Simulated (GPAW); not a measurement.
# Al (Fm-3m) in GPAW: notebook, part 2 of 2

GPAW 26.7.0. The steps go on from the part before.

**3. Band structure, M06-L**

File run.py:

```python
import spglib
from ase import Atoms
from ase.dft.bandgap import bandgap
from ase.io import read, write
from ase.units import GPa
from gpaw import GPAW, PW

atoms = read('Al.cif')
cell, positions, numbers = spglib.find_primitive(
    (atoms.cell[:], atoms.get_scaled_positions(), atoms.numbers), symprec=1e-4)
atoms = Atoms(numbers, cell=cell, scaled_positions=positions, pbc=True)

calc = GPAW(mode=PW(600),
            xc='M06-L',
            kpts={'size': (11, 11, 11), 'gamma': True},
            occupations={'name': 'fermi-dirac', 'width': 0.05},
            nbands=7,
            convergence={'density': 1e-05, 'energy': 1e-05},
            maxiter=150,
            txt='gpaw.txt')
atoms.calc = calc
energy = atoms.get_potential_energy()
forces = atoms.get_forces()
stress = atoms.get_stress()
calc.write('gs.gpw')
write('result.traj', atoms)
print(f'Energy: {energy:.6f} eV')
print('Forces (eV/A):')
print(forces.round(4))
print('Stress (GPa):', (stress / GPa).round(3))
print('Fermi level:', round(calc.get_fermi_level(), 4), 'eV')
print(f'Gap: {bandgap(calc)[0]:.4f} eV, direct: {bandgap(calc, direct=True)[0]:.4f} eV')

path = atoms.cell.bandpath('GXWKGLUWLK,UX', npoints=100, eps=1e-4)
bs_calc = calc.fixed_density(kpts=path, symmetry='off', nbands=13,
                             convergence={'bands': 'CBM+6.0', 'eigenstates': 1e-6}, txt='bands.txt')
bs = bs_calc.band_structure()
bs.write('bs.json')
print(f'Gap on the path: {bandgap(bs_calc)[0]:.4f} eV')
```

File Al.cif:

```cif
data_Al
_cell_length_a 4.04961000
_cell_length_b 4.04961000
_cell_length_c 4.04961000
_cell_angle_alpha 90.00000000
_cell_angle_beta 90.00000000
_cell_angle_gamma 90.00000000
_space_group_name_H-M_alt 'Fm-3m'
_space_group_name_Hall '-F 4 2 3'
_space_group_IT_number 225
loop_
_space_group_symop_operation_xyz
'x,y,z'
'-x,-y,-z'
'-y,x,z'
'y,-x,-z'
'-x,-y,z'
'x,y,-z'
'y,-x,z'
'-y,x,-z'
'x,-y,-z'
'-x,y,z'
'-y,-x,-z'
'y,x,z'
'-x,y,-z'
'x,-y,z'
'y,x,-z'
'-y,-x,z'
'z,x,y'
'-z,-x,-y'
'z,-y,x'
'-z,y,-x'
'z,-x,-y'
'-z,x,y'
'z,y,-x'
'-z,-y,x'
'-z,x,-y'
'z,-x,y'
'-z,-y,-x'
'z,y,x'
'-z,-x,y'
'z,x,-y'
'-z,y,x'
'z,-y,-x'
'y,z,x'
'-y,-z,-x'
'x,z,-y'
'-x,-z,y'
'-y,z,-x'
'y,-z,x'
'-x,z,y'
'x,-z,-y'
'-y,-z,x'
'y,z,-x'
'-x,-z,-y'
'x,z,y'
'y,-z,-x'
'-y,z,x'
'x,-z,y'
'-x,z,-y'
'x,y+1/2,z+1/2'
'-x,-y+1/2,-z+1/2'
'-y,x+1/2,z+1/2'
[... 62 lines left out ...]
'-z+1/2,-x,-y+1/2'
'z+1/2,-y,x+1/2'
'-z+1/2,y,-x+1/2'
'z+1/2,-x,-y+1/2'
'-z+1/2,x,y+1/2'
'z+1/2,y,-x+1/2'
'-z+1/2,-y,x+1/2'
'-z+1/2,x,-y+1/2'
'z+1/2,-x,y+1/2'
'-z+1/2,-y,-x+1/2'
'z+1/2,y,x+1/2'
'-z+1/2,-x,y+1/2'
'z+1/2,x,-y+1/2'
'-z+1/2,y,x+1/2'
'z+1/2,-y,-x+1/2'
'y+1/2,z,x+1/2'
'-y+1/2,-z,-x+1/2'
'x+1/2,z,-y+1/2'
'-x+1/2,-z,y+1/2'
'-y+1/2,z,-x+1/2'
'y+1/2,-z,x+1/2'
'-x+1/2,z,y+1/2'
'x+1/2,-z,-y+1/2'
'-y+1/2,-z,x+1/2'
'y+1/2,z,-x+1/2'
'-x+1/2,-z,-y+1/2'
'x+1/2,z,y+1/2'
'y+1/2,-z,-x+1/2'
'-y+1/2,z,x+1/2'
'x+1/2,-z,y+1/2'
'-x+1/2,z,-y+1/2'
'x+1/2,y+1/2,z'
'-x+1/2,-y+1/2,-z'
'-y+1/2,x+1/2,z'
'y+1/2,-x+1/2,-z'
'-x+1/2,-y+1/2,z'
'x+1/2,y+1/2,-z'
'y+1/2,-x+1/2,z'
'-y+1/2,x+1/2,-z'
'x+1/2,-y+1/2,-z'
'-x+1/2,y+1/2,z'
'-y+1/2,-x+1/2,-z'
'y+1/2,x+1/2,z'
'-x+1/2,y+1/2,-z'
'x+1/2,-y+1/2,z'
'y+1/2,x+1/2,-z'
'-y+1/2,-x+1/2,z'
'z+1/2,x+1/2,y'
'-z+1/2,-x+1/2,-y'
'z+1/2,-y+1/2,x'
'-z+1/2,y+1/2,-x'
'z+1/2,-x+1/2,-y'
'-z+1/2,x+1/2,y'
'z+1/2,y+1/2,-x'
'-z+1/2,-y+1/2,x'
'-z+1/2,x+1/2,-y'
'z+1/2,-x+1/2,y'
'-z+1/2,-y+1/2,-x'
'z+1/2,y+1/2,x'
'-z+1/2,-x+1/2,y'
'z+1/2,x+1/2,-y'
'-z+1/2,y+1/2,x'
'z+1/2,-y+1/2,-x'
'y+1/2,z+1/2,x'
'-y+1/2,-z+1/2,-x'
'x+1/2,z+1/2,-y'
'-x+1/2,-z+1/2,y'
'-y+1/2,z+1/2,-x'
'y+1/2,-z+1/2,x'
'-x+1/2,z+1/2,y'
'x+1/2,-z+1/2,-y'
'-y+1/2,-z+1/2,x'
'y+1/2,z+1/2,-x'
'-x+1/2,-z+1/2,-y'
'x+1/2,z+1/2,y'
'y+1/2,-z+1/2,-x'
'-y+1/2,z+1/2,x'
'x+1/2,-z+1/2,y'
'-x+1/2,z+1/2,-y'
loop_
_atom_site_label
_atom_site_type_symbol
_atom_site_symmetry_multiplicity
_atom_site_Wyckoff_symbol
_atom_site_fract_x
_atom_site_fract_y
_atom_site_fract_z
_atom_site_occupancy
Al1 Al 4 a 0.0000000000 0.0000000000 0.0000000000 1
```

Potentials or basis: GPAW PAW data sets (gpaw-data 1.2.1), pw.

Started as:

```
$ OMP_NUM_THREADS=1 python run.py
```

Run time: 46 s. Hardware: 1 thread of Intel Xeon Platinum 8488C (Sapphire Rapids), shared host; peak memory 0.19 GiB.

Results (log left out):

```
Free energy             : -7.6121 eV
Pressure                : -2.3 GPa
Band gap along the path : none (metal or under the smearing width)
```

Levels at the corners of the path, in eV from the Fermi level:
| point | band 1 | band 2 | band 3 | band 4 | band 5 |
| --- | --- | --- | --- | --- | --- |
| Γ | -11.35 | 12.84 | 12.84 | 12.84 | 14.51 |
| X | -3.05 | -1.57 | 5.23 | 5.74 | 5.74 |
| W | -0.93 | -0.93 | 0.24 | 1.14 | 16.18 |
| K | -1.99 | -1.39 | -0.38 | 6.73 | 8.29 |
| Γ | -11.35 | 12.84 | 12.84 | 12.84 | 14.51 |
| L | -4.65 | -4.52 | 11.67 | 11.67 | 11.72 |
| U | -1.99 | -1.39 | -0.38 | 6.73 | 8.29 |
| W | -0.93 | -0.93 | 0.24 | 1.14 | 16.18 |
| L | -4.65 | -4.52 | 11.67 | 11.67 | 11.72 |
| K | -1.99 | -1.39 | -0.38 | 6.73 | 8.29 |
| U | -1.99 | -1.39 | -0.38 | 6.73 | 8.29 |
| X | -3.05 | -1.57 | 5.23 | 5.74 | 5.74 |

Caveat: the PAW data sets were made with another functional, which shifts forces and pressure a little.

**4. Equation of state, PW91+D4**

File run.py:

```python
import spglib
from ase import Atoms
from ase.calculators.mixing import SumCalculator
from ase.eos import EquationOfState
from ase.io import Trajectory, read
from ase.units import GPa
from dftd4.ase import DFTD4
from gpaw import GPAW, PW, setup_paths

setup_paths.insert(0, '.')

atoms = read('Al.cif')
cell, positions, numbers = spglib.find_primitive(
    (atoms.cell[:], atoms.get_scaled_positions(), atoms.numbers), symprec=1e-4)
atoms = Atoms(numbers, cell=cell, scaled_positions=positions, pbc=True)

traj = Trajectory('eos.traj', 'w')
volumes, energies = [], []
for x in [0.94, 0.96, 0.98, 1.0, 1.02, 1.04, 1.06]:
    a = atoms.copy()
    a.set_cell(atoms.cell * x**(1 / 3), scale_atoms=True)
    calc = GPAW(mode=PW(600),
                xc='GGA_X_PW91+GGA_C_PW91',
                kpts={'size': (11, 11, 11), 'gamma': True},
                occupations={'name': 'fermi-dirac', 'width': 0.05},
                nbands=7,
                convergence={'density': 1e-05, 'energy': 1e-05},
                maxiter=150,
                txt=f'eos-{x:.2f}.txt')
    a.calc = SumCalculator([calc, DFTD4(method='pw91')])
    energies.append(a.get_potential_energy())
    volumes.append(a.get_volume())
    p = -a.get_stress()[:3].mean() / GPa
    calc.write(f'eos-{x:.2f}.gpw')
    traj.write(a)
    print(f'{x:.2f} {volumes[-1]:10.4f} A^3 {energies[-1]:14.6f} eV {p:9.3f} GPa', flush=True)

v0, e0, B = EquationOfState(volumes, energies, eos='birchmurnaghan').fit()
print(f'V0 = {v0:.4f} A^3, E0 = {e0:.6f} eV, B0 = {B / GPa:.2f} GPa')
```

Al.cif is that of step 3.

Potentials or basis: PAW data sets generated in the run's folder for this functional, pw.

Started as:

```
$ gpaw-setup -f GGA_X_PW91+GGA_C_PW91 Al
$ OMP_NUM_THREADS=1 python run.py
```

It took 42 s on 1 thread of Intel Xeon Platinum 8488C (Sapphire Rapids), shared host; peak memory 0.19 GiB.

The run converged. Its results:

- Equilibrium volume: 16.09 Å³/atom
- Bulk modulus: 83 GPa
- Pressure derivative of the bulk modulus: 4.5

Energy against volume, from the lowest point:
```tsv
volume (Å³/atom)	energy (meV/atom)
15.607	3.53
15.939	0.00
16.271	0.18
16.603	3.68
16.935	10.15
17.267	19.28
17.599	30.76
```

**5. Band structure, LDA**

File run.py:

```python
from ase import Atoms
from ase.dft.bandgap import bandgap
from ase.io import write
from ase.units import GPa
from gpaw import GPAW, PW, setup_paths

setup_paths.insert(0, '.')

atoms = Atoms(['Al'],
              cell=[[0.0, 2.024805, 2.024805],
                    [2.024805, 0.0, 2.024805],
                    [2.024805, 2.024805, 0.0]],
              scaled_positions=[[0.0, 0.0, 0.0]],
              pbc=True)

calc = GPAW(mode=PW(600),
            xc='LDA',
            kpts={'size': (11, 11, 11), 'gamma': True},
            occupations={'name': 'fermi-dirac', 'width': 0.05},
            setups={'Al': 'jth'},
            nbands=-6,
            convergence={'density': 1e-05, 'energy': 1e-05},
            maxiter=150,
            txt='gpaw.txt')
atoms.calc = calc
energy = atoms.get_potential_energy()
forces = atoms.get_forces()
stress = atoms.get_stress()
calc.write('gs.gpw')
write('result.traj', atoms)
print(f'Energy: {energy:.6f} eV')
print('Forces (eV/A):')
print(forces.round(4))
print('Stress (GPa):', (stress / GPa).round(3))
print('Fermi level:', round(calc.get_fermi_level(), 4), 'eV')
print(f'Gap: {bandgap(calc)[0]:.4f} eV, direct: {bandgap(calc, direct=True)[0]:.4f} eV')

path = atoms.cell.bandpath('GXWKGLUWLK,UX', npoints=100, eps=1e-4)
bs_calc = calc.fixed_density(kpts=path, symmetry='off', nbands=-13,
                             convergence={'bands': 'CBM+6.0', 'eigenstates': 1e-6}, txt='bands.txt')
bs = bs_calc.band_structure()
bs.write('bs.json')
print(f'Gap on the path: {bandgap(bs_calc)[0]:.4f} eV')
```

Potentials or basis: JTH PAW 2.0, LDA, pw.

Started as:

```
$ OMP_NUM_THREADS=1 python run.py
```

gpaw.txt:

```text
__  _  _
 | _ |_)|_||  |
 |__||  | ||/\| - 26.7.0

Input parameters:
  mode=PW(ecut=600.0),
  convergence={'density': 1e-05, 'energy': 1e-05},
  kpts=MonkhorstPack(size=(11, 11, 11), gamma=True),
  maxiter=150,
  nbands=-6,
  occupations=Occupations(name='fermi-dirac', width=0.05),
  setups={'Al': 'jth'},
  xc=XC(name='LDA')

Diagonalizing LCAO Hamiltonian
Converting LCAO to pw mode

       Al

Atoms  # Å, Bohr magnetons
|   | symbol |        x |        y |        z |    initial magnetic moments |
|---|--------|----------|----------|----------|-----------------------------|
| 0 |     Al | 0.000000 | 0.000000 | 0.000000 | ( 0.0000,  0.0000,  0.0000) |

Unit cell  # Å
| periodic |        x |        y |        z |  lengths |    angles |
|----------|----------|----------|----------|----------|-----------|
|      yes | 0.000000 | 2.024805 | 2.024805 | 2.863507 | 60.000000 |
|      yes | 2.024805 | 0.000000 | 2.024805 | 2.863507 | 60.000000 |
|      yes | 2.024805 | 2.024805 | 0.000000 | 2.863507 | 60.000000 |

Number of symmetries: 48
Symmetry operations  # r_c * U_cc + t_c -> r_c
|    | kind |            matrix            |
|----|------|------------------------------|
|  0 |  σ   |  1, 0, 0,  1, 0,-1,  1,-1, 0 |
|  1 |  C2  |  1, 0, 0,  1,-1, 0,  1, 0,-1 |
|  2 |  E   |  1, 0, 0,  0, 1, 0,  0, 0, 1 |
|  3 |  σ   |  1, 0, 0,  0, 0, 1,  0, 1, 0 |
|  4 |  C4  |  1, 0,-1,  1, 0, 0,  1,-1, 0 |
|  5 |  S6  |  1, 0,-1,  1,-1, 0,  1, 0, 0 |
|  6 |  σ   |  1, 0,-1,  0, 1,-1,  0, 0,-1 |
|  7 |  C3  |  1, 0,-1,  0, 0,-1,  0, 1,-1 |
|  8 |  S6  |  1,-1, 0,  1, 0, 0,  1, 0,-1 |
|  9 |  C4  |  1,-1, 0,  1, 0,-1,  1, 0, 0 |
| 10 |  C3  |  1,-1, 0,  0,-1, 1,  0,-1, 0 |
| 11 |  σ   |  1,-1, 0,  0,-1, 0,  0,-1, 1 |
| 12 |  σ   |  0, 1, 0,  1, 0, 0,  0, 0, 1 |
| 13 |  C4  |  0, 1, 0,  0, 1,-1, -1, 1, 0 |
| 14 |  C3  |  0, 1, 0,  0, 0, 1,  1, 0, 0 |
| 15 |  S6  |  0, 1, 0, -1, 1, 0,  0, 1,-1 |
| 16 |  C2  |  0, 1,-1,  1, 0,-1,  0, 0,-1 |
| 17 |  σ   |  0, 1,-1,  0, 1, 0, -1, 1, 0 |
| 18 |  S4  |  0, 1,-1,  0, 0,-1,  1, 0,-1 |
| 19 |  C4  |  0, 1,-1, -1, 1, 0,  0, 1, 0 |
| 20 |  C3  |  0, 0, 1,  1, 0, 0,  0, 1, 0 |
| 21 |  σ   |  0, 0, 1,  0, 1, 0,  1, 0, 0 |
| 22 |  S6  |  0, 0, 1,  0,-1, 1, -1, 0, 1 |
| 23 |  C4  |  0, 0, 1, -1, 0, 1,  0,-1, 1 |
| 24 |  S4  |  0, 0,-1,  1, 0,-1,  0, 1,-1 |
| 25 |  C3  |  0, 0,-1,  0, 1,-1,  1, 0,-1 |
| 26 |  C2  |  0, 0,-1,  0,-1, 0, -1, 0, 0 |
| 27 |  S6  |  0, 0,-1, -1, 0, 0,  0,-1, 0 |
| 28 |  S4  |  0,-1, 1,  1,-1, 0,  0,-1, 0 |
| 29 |  C4  |  0,-1, 1,  0, 0, 1, -1, 0, 1 |
| 30 |  C2  |  0,-1, 1,  0,-1, 0,  1,-1, 0 |
| 31 |  σ   |  0,-1, 1, -1, 0, 1,  0, 0, 1 |
| 32 |  C3  |  0,-1, 0,  1,-1, 0,  0,-1, 1 |
| 33 |  S6  |  0,-1, 0,  0, 0,-1, -1, 0, 0 |
| 34 |  S4  |  0,-1, 0,  0,-1, 1,  1,-1, 0 |
| 35 |  C2  |  0,-1, 0, -1, 0, 0,  0, 0,-1 |
| 36 |  C2  | -1, 1, 0,  0, 1, 0,  0, 1,-1 |
| 37 |  S6  | -1, 1, 0,  0, 1,-1,  0, 1, 0 |
| 38 |  S4  | -1, 1, 0, -1, 0, 1, -1, 0, 0 |
| 39 |  C3  | -1, 1, 0, -1, 0, 0, -1, 0, 1 |
| 40 |  S6  | -1, 0, 1,  0, 0, 1,  0,-1, 1 |
| 41 |  C2  | -1, 0, 1,  0,-1, 1,  0, 0, 1 |
| 42 |  C3  | -1, 0, 1, -1, 1, 0, -1, 0, 0 |
| 43 |  S4  | -1, 0, 1, -1, 0, 0, -1, 1, 0 |
| 44 |  C2  | -1, 0, 0,  0, 0,-1,  0,-1, 0 |
| 45 |  i   | -1, 0, 0,  0,-1, 0,  0, 0,-1 |
| 46 |  σ   | -1, 0, 0, -1, 1, 0, -1, 0, 1 |
| 47 |  C2  | -1, 0, 0, -1, 0, 1, -1, 1, 0 |

BZ-sampling:
  Number of BZ points: 1331
  Number of IBZ points: 56

  Monkhorst-Pack size: [11, 11, 11]
  Monkhorst-Pack shift: [0, 0, 0]

K-points  # in reciprocal-cell coordinates
|     |                                coordinates |     weight |
|-----|--------------------------------------------|------------|
|   0 | (  0.00000000,   0.00000000,   0.00000000) | 0.00075131 |
|   1 | (  0.09090909,   0.09090909,   0.00000000) | 0.00450789 |
|   2 | (  0.09090909,   0.09090909,   0.09090909) | 0.00601052 |
|   3 | (  0.18181818,   0.09090909,   0.09090909) | 0.00901578 |
|   4 | (  0.18181818,   0.18181818,   0.00000000) | 0.00450789 |
|   5 | (  0.18181818,   0.18181818,   0.09090909) | 0.01803156 |
|   6 | (  0.18181818,   0.18181818,   0.18181818) | 0.00601052 |
|   7 | (  0.27272727,   0.18181818,   0.09090909) | 0.01803156 |
|   8 | (  0.27272727,   0.18181818,   0.18181818) | 0.01803156 |
|   9 | (  0.27272727,   0.27272727,   0.00000000) | 0.00450789 |
| ... |                                            |            |
|  55 | (  0.45454545,   0.45454545,   0.45454545) | 0.00601052 |

Plane wave coefficients: 564
Cutoff: 600.0 eV

Spin-components: 1 (collinear spins)
Bands:           7
Projectors:      4
Spin-degeneracy: 2
Datatype:        complex128

Parallelization:
  kpt:    1
  domain: 1
  band:   1

Density:
  Valence electrons: 3.0
  Components: 1
  Grid points: [18 18 18]
  Charge: 0.0  # |e|

Potential:
  Grid points: [18 18 18]

species:
  Al:
    name:    Aluminium
    Z:       13.0
    valence: 3
    core:    10
    charge:  0.0  # [|e|]
    compensation charges:
      type: sinc
      rc: 0.85  # [Å]
      lmax: 2
    cutoffs:
      filter: 1.01  # [Å]
      core: 2.44  # [Å]
    projectors
    | kind |    occ | energy [eV] | rcut [Å] |
    |------|--------|-------------|----------|
    |   3s |  2.000 |      -7.830 |    1.007 |
    |    s |        |      40.817 |    1.007 |
    |   3p |  1.000 |      -2.784 |    1.007 |
    |    p |        |      54.423 |    1.007 |

    Using partial waves for Al as LCAO basis

Reference energy: -6578.789024  # eV

eigensolver:
  PPCG
  Converge bands: occupied
  niter=2

density mixing:
  MSR1-Mixer
  Pratt-step length: 0.05
  Maximum mixing coefficient: 0.75
  Old densities: 10
  SVD Regularization: 0.005
  Good broyden scale: 1.0
  Trust region scale: 1.0
  Backstep threshold: 4.0
  History deletion threshold: 6.0
  Fourier metric: weight=20.0, sigma=0.015

occupation numbers:
  Fermi-Dirac:
    width: 0.0500  # eV

poisson solver:
  ecut: 4800.0  # eV

xc functional:
  name: None

convergence criteria:
- Maximum integral of absolute [dens]ity change: 1e-05 electrons / valence electron
- Maximum [total energy] change in last 3 cyles: 1e-05 eV / valence electron
- Maximum integral of absolute [eigenst]ate change: 4e-08 eV^2 / valence electron
maximum number of iterations: 150

SCF iterations
|iter     | |      energy | eigst |  dens |
|---------|-|-------------|-------|-------|
|iter:   1| |   -4.227308 | +0.13 |       |
|iter:   2| |   -4.228898 | -1.93 | -0.99 |
|iter:   3| |   -4.208139 | -3.35 | -1.01 |
|iter:   4| |   -4.206984 | -4.32 | -1.66 |
|iter:   5| |   -4.206964 | -5.69 | -2.66 |
|iter:   6| |   -4.206963c| -6.98 | -3.25 |
|iter:   7| |   -4.206963c| -8.12c| -4.40 |
|iter:   8| |   -4.206963c| -9.23c| -4.97 |
|iter:   9| |   -4.206963c|-10.46c| -6.47c|

Converged in 9 steps
Energy contributions relative to reference atoms: (reference = -6578.789024)

Energy contributions:
  Kinetic:           3.325106
  Coulomb:          -1.492088
  Zero:             -0.108438
  External:          0.000000
  Xc:               -5.929526
  Entropy:          -0.004034
  Spinorbit:         0.000000
  ----------------------------
  Free energy:      -4.208980
  Extrapolated:     -4.206963

dipole moment: (-7.528614, -7.528614, -7.528614)  # |e|*Ang

Fermi level: 6.778
Eigenvalues  # (at kpt = [0.000, 0.000, 0.000])
| band index |      eig [eV] | occ [0-2] |
|------------|---------------|-----------|
|          0 |        -4.302 |     2.000 |
|          1 |        19.319 |     0.000 |
|          2 |        19.319 |     0.000 |
|          3 |        19.319 |     0.000 |
|          4 |        20.543 |     0.000 |
|          5 |        20.543 |     0.000 |
|          6 |        20.543 |     0.000 |

No gap
No difference between direct/indirect transitions

Forces  # eV/Ang
|        x |       y |       z |
|----------|---------|---------|
| -0.00000 | 0.00000 | 0.00000 |  # Al   0

Stress tensor  # eV/Ang^3
|         x |         y |        z |
|-----------|-----------|----------|
|  0.024204 | -0.000000 | 0.000000 |
| -0.000000 |  0.024204 | 0.000000 |
|  0.000000 |  0.000000 | 0.024204 |

# Writing to gs.gpw (mode='')
```

Wall time 12 s (1 thread of Intel Xeon Platinum 8488C (Sapphire Rapids), shared host); peak memory 0.15 GiB.

What came out:

```yaml
Free_energy: -4.2090 eV
Pressure: -3.9 GPa
Band_gap_along_the_path: none (metal or under the smearing width)
```

Levels at the corners of the path, in eV from the Fermi level:
| point | band 1 | band 2 | band 3 | band 4 | band 5 |
| --- | --- | --- | --- | --- | --- |
| Γ | -11.08 | 12.54 | 12.54 | 12.54 | 13.76 |
| X | -2.90 | -1.63 | 5.30 | 5.48 | 5.48 |
| W | -0.83 | -0.83 | 0.21 | 0.93 | 15.68 |
| K | -1.87 | -1.34 | -0.48 | 6.44 | 8.13 |
| Γ | -11.08 | 12.54 | 12.54 | 12.54 | 13.76 |
| L | -4.54 | -4.41 | 11.13 | 11.13 | 11.41 |
| U | -1.87 | -1.34 | -0.48 | 6.44 | 8.13 |
| W | -0.83 | -0.83 | 0.21 | 0.93 | 15.68 |
| L | -4.54 | -4.41 | 11.13 | 11.13 | 11.41 |
| K | -1.87 | -1.34 | -0.48 | 6.44 | 8.13 |
| U | -1.87 | -1.34 | -0.48 | 6.44 | 8.13 |
| X | -2.90 | -1.63 | 5.30 | 5.48 | 5.48 |

Caveat: the program truncates these outside data sets.

**6. Overview**

```csv
task,level,potentials or basis,cutoff (eV),band path,band points,data set,grid spacing,pressure (GPa),V0 of scaled cells (Å³/atom),B0 (GPa)
equation of state,PBE,"GPAW PAW data sets (gpaw-data 1.2.1), lcao:dzp",-,-,-,-,0.18 Å,-,16.93,76
band structure,M06-L,"GPAW PAW data sets (gpaw-data 1.2.1), pw",600,"GXWKGLUWLK,UX",100,-,-,-2.3,-,-
equation of state,PW91+D4,"PAW data sets generated in the run's folder for this functional, pw",600,-,-,-,-,-,16.09,83
band structure,LDA,"JTH PAW 2.0, LDA, pw",600,"GXWKGLUWLK,UX",100,Al jth,-,-3.9,-,-
```

Alike in all rows: no spin polarisation; cell as given; k mesh 11 × 11 × 11; smearing fermi-dirac 0.05 eV.

Caveats: the real-space grid adds noise to forces (some runs); the basis of atomic orbitals isn't converged, which shifts pressures, moduli and gaps (some runs); the PAW data sets were made with another functional, which shifts forces and pressure a little (some runs); the program truncates these outside data sets (some runs).

Total energies depend on the potentials used, so only differences within one code and one set of settings carry meaning.

**7. How close it comes**

Step 2. Against the measured bulk modulus of Al, 76.9 GPa (quoted in “The interpretation of polycrystalline coherent inelastic neutron scattering from aluminium”, 2013, pmc:3831299), the calculated 76 GPa is off by -1.4 %. The fit is for a static lattice scaled at fixed shape and fixed fractional positions.

Step 4. A measured bulk modulus of Al is 76.9 GPa (quoted in “The interpretation of polycrystalline coherent inelastic neutron scattering from aluminium”, 2013, pmc:3831299); the calculated 83 GPa misses it by +7.4 %. The fit is for a static lattice scaled at fixed shape and fixed fractional positions. The cell as given is a measured one (16.60 Å³/atom); PW91+D4 puts the equilibrium volume -3.1 % from it, thermal expansion not counted.
